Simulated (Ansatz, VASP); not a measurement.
One calculation of TePb, 3 ways

The starting cell:

```xyz
2
Lattice="0.0000 3.2310 3.2310 3.2310 0.0000 3.2310 3.2310 3.2310 0.0000" Properties=species:S:1:pos:R:3 pbc="T T T"
Pb    0.0000    0.0000    0.0000
Te    3.2310    3.2310    3.2310
```

Alike in all runs: task relaxation of cell and atoms; functional PBEsol; dispersion D4; k mesh 7 × 7 × 7; occupations fermi-dirac, width 0.05 eV; no spin polarisation; no spin-orbit coupling.

```
                        program and potentials  plane-wave cutoff (eV)                                                                                          notes  equilibrium volume (Å³/atom)
                            Ansatz, Ansatz PAW                     420  potentials made for PBE, which Ansatz adapts in part; 15 valence electrons an atom on average                         32.62
Ansatz, all-electron LAPW, scalar-relativistic                       -                                                                                              -                         32.62
          VASP, PBE PAW files Pb_d, Te, 600 eV                     600                               potentials made for PBE; 10 valence electrons an atom on average                         32.60
```

The equilibrium volume spans 32.60 (VASP, PBE PAW files Pb_d, Te, 600 eV) to 32.62 Å³/atom (Ansatz, all-electron LAPW, scalar-relativistic), with all-electron results at 32.62. Relaxations stop with a little pressure left, so the last digit of a volume isn't settled.

The functional is the same throughout but for its coding, so the spread measures potentials, basis and numerics; runs on potential files found faulty are left out.
